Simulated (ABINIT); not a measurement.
# InP (F-43m) in ABINIT: notebook, part 2 of 2

ABINIT 10.8.3 (patched build). The steps go on from the part before.

## Step 3: Single point, PBE (cell relaxed)

Contents of run.abi:

```
# Pseudopotentials
pp_dirpath "./"
pseudos "In.upf, P.upf"

# Structure
acell 7.965635658 7.965635658 7.965635658
rprim
     0.0000000000     0.7071067812     0.7071067812
     0.7071067812     0.0000000000     0.7071067812
     0.7071067812     0.7071067812     0.0000000000
ntypat 2
znucl 49 15
natom 2
typat 1 2
xred
     0.0000000000     0.0000000000     0.0000000000
     0.7500000000     0.7500000000     0.7500000000
chkprim 0
chksymtnons 0
tolsym 1.0e-6

# Plane-wave basis
ecut 35.0

# k points
kptopt 1
ngkpt 6 6 6
nshiftk 1
shiftk 0.0 0.0 0.0

# Exchange and correlation
ixc 11

# Bands and occupations
nband 13
occopt 3
tsmear 0.05 eV

# SCF cycle
nstep 100
tolvrs 1.0e-10

# Output
iomode 3
prtwf 0
prtden 0
prteig 0
prtebands 0
```

Potentials or basis: PseudoDojo NC SR PBE v0.4.1 standard.

The run is started by

```bash
> abinit run.abi > log 2>&1
```

run.abo:

```text
.Version 10.8.3 of ABINIT
 Symmetries : space group F-4 3 m (#216); Bravais cF (face-center cubic)
================================================================================
 Values of the parameters that define the memory need of the present run
     intxc =       0    ionmov =       0      iscf =       7    lmnmax =       6
     lnmax =       6     mgfft =      45  mpssoang =       3    mqgrid =    3001
     natom =       2  nloc_mem =       1    nspden =       1   nspinor =       1
    nsppol =       1      nsym =      24    n1xccc =    2501    ntypat =       2
    occopt =       3   xclevel =       2
       mpw =        3557          nfft =       91125          nkpt =          16
================================================================================
================================================================================

--------------------------------------------------------------------------------
------------- Echo of variables that govern the present computation ------------
--------------------------------------------------------------------------------
 -outvars: echo values of preprocessed input variables --------
            acell      7.9656356580E+00  7.9656356580E+00  7.9656356580E+00 Bohr
              amu      1.14820000E+02  3.09737620E+01
          chkprim           0
      chksymtnons           0
             ecut      3.50000000E+01 Hartree
              ixc          11
         kptrlatt        6    0    0      0    6    0      0    0    6
          kptrlen      4.77938139E+01
            natom           2
            nband          13
            ngfft          45      45      45
             nkpt          16
[... 169 lines left out ...]
hartree             :  1.88182973429999E+01
xc                  : -2.20918207603137E+01
Ewald energy        : -4.41058684817954E+01
psp_core            :  1.68146831267639E+00
local_psp           : -5.82441933733435E+01
non_local_psp       : -1.38428779016781E+01
internal            : -7.33942474479909E+01
'-kT*entropy'       : -4.28273461499777E-06
total_energy        : -7.33942517307255E+01
total_energy_eV     : -1.99715933207953E+03
band_energy         : -3.86031721734043E+00
...

 Cartesian components of stress tensor (hartree/bohr^3)
  sigma(1 1)=  1.89860939E-07  sigma(3 2)=  0.00000000E+00
  sigma(2 2)=  1.89860939E-07  sigma(3 1)=  0.00000000E+00
  sigma(3 3)=  1.89860939E-07  sigma(2 1)=  0.00000000E+00

-Cartesian components of stress tensor (GPa)         [Pressure= -5.5859E-03 GPa]
- sigma(1 1)=  5.58590169E-03  sigma(3 2)=  0.00000000E+00
- sigma(2 2)=  5.58590169E-03  sigma(3 1)=  0.00000000E+00
- sigma(3 3)=  5.58590169E-03  sigma(2 1)=  0.00000000E+00

== END DATASET(S) ==============================================================
================================================================================

 -outvars: echo values of variables after computation  --------
            acell      7.9656356580E+00  7.9656356580E+00  7.9656356580E+00 Bohr
           etotal     -7.3394251731E+01
            fcart      4.4817225949E-30  4.4817225949E-30 -1.3445167785E-29
                      -4.4817225949E-30 -4.4817225949E-30  1.3445167785E-29
            rprim      0.0000000000E+00  7.0710678120E-01  7.0710678120E-01
                       7.0710678120E-01  0.0000000000E+00  7.0710678120E-01
                       7.0710678120E-01  7.0710678120E-01  0.0000000000E+00
           strten      1.8986093940E-07  1.8986093940E-07  1.8986093940E-07
                       0.0000000000E+00  0.0000000000E+00  0.0000000000E+00
           xangst      0.0000000000E+00  0.0000000000E+00  0.0000000000E+00
                       4.4709296070E+00  4.4709296070E+00  4.4709296070E+00
             xred      0.0000000000E+00  0.0000000000E+00  0.0000000000E+00
                       7.5000000000E-01  7.5000000000E-01  7.5000000000E-01
 Calculation completed.
```

It took 31 s on 1 thread of Arm Neoverse V1, shared host; peak memory 0.09 GiB.

What came out:

| Quantity | Value |
| --- | --- |
| Free energy | -1997.1593 eV |
| Pressure | 0.0 GPa |
| Band gap on the k mesh | 0.43 eV, direct |
| Valence electrons inside the program's atomic spheres | In 9.90; P 2.75 |

Caveat: spin-orbit coupling is left out, which moves the levels of the heavy elements.

## Step 4: Single point, LDA

Contents of run.abi:

```
# Pseudopotentials
pp_dirpath "./"
pseudos "In.upf, P.upf"

# Structure
acell 3*1.0
rprim
     0.0000000000     5.5378424082     5.5378424082
     5.5378424082     0.0000000000     5.5378424082
     5.5378424082     5.5378424082     0.0000000000
ntypat 2
znucl 49 15
natom 2
typat 1 2
xred
     0.0000000000     0.0000000000     0.0000000000
     0.7500000000     0.7500000000     0.7500000000

# Plane-wave basis
ecut 843.552974 eV

# k points
kptopt 1
ngkpt 6 6 6
nshiftk 1
shiftk 0.0 0.0 0.0

# Exchange and correlation
ixc 7

# Bands and occupations
nband 13
occopt 3
tsmear 0.05 eV

# SCF cycle
nstep 100
tolvrs 1.0e-10

# Output
iomode 3
prtwf 0
prtden 0
prteig 0
prtebands 0
```

Potentials or basis: PseudoDojo NC SR LDA v0.4.1 standard.

The run is started by

```bash
> abinit run.abi > log 2>&1
```

It took 15 s on 1 thread of Arm Neoverse V2, shared host; peak memory 0.07 GiB.

It converged, with:

| Property | Result |
| --- | --- |
| Free energy | -1992.3715 eV |
| Band gap on the k mesh | 0.48 eV, direct |
| Valence electrons inside the program's atomic spheres | In 9.93; P 2.77 |

Levels at points of the mesh, in eV from the valence-band top:
```tsv
k point	band 7	band 8	band 9	band 10	band 11	band 12
(0.00, 0.00, 0.00)	0.00	0.00	0.00	0.48	3.96	3.96
(0.50, 0.00, 0.00)	-5.84	-0.99	-0.99	1.31	4.70	4.70
(0.50, 0.50, 0.00)	-5.88	-2.36	-2.36	1.60	2.11	9.01
```

Caveat: the cutoff is too short for stress, so the log's stress isn't used; spin-orbit coupling is left out, which moves the levels of the heavy elements.

## Step 5: Summary

| task | level | potentials or basis | cell | cutoff (eV) | cell freedom (optcell) | optimiser (ionmov) | cutoff smearing ecutsm (Ha) | force stop (Ha/bohr) | gap on the mesh (eV) | pressure (GPa) |
| --- | --- | --- | --- | --- | --- | --- | --- | --- | --- | --- |
| relaxation of cell and atoms | PBE | PseudoDojo NC SR PBE v0.4.1 standard | relaxed | 952 | 2 | 2 | 0.5 | 2e-05 | 0.43 | 0.0 |
| single point | PBE | PseudoDojo NC SR PBE v0.4.1 standard | cell relaxed | 952 | - | - | - | - | 0.43 | 0.0 |
| single point | LDA | PseudoDojo NC SR LDA v0.4.1 standard | as given | 844 | - | - | - | - | 0.48 | - |

Alike in all rows: no spin polarisation; k mesh 6 × 6 × 6; smearing fermi-dirac 0.05 eV.

Caveats: spin-orbit coupling is left out, which moves the levels of the heavy elements.

Total energies depend on the potentials used, so only differences within one code and one set of settings carry meaning.

## Step 6: Comparison with measurements

Step 4. Measured gap of InP: 1.4236 eV (direct; 1.6 K; a printed reference work, data compilation). This calculation gives 0.48 eV (-0.94 eV). Spin-orbit coupling on In is left out. The value is that of LDA, without temperature or zero-point motion. Semilocal functionals fall short of measured gaps as a rule.
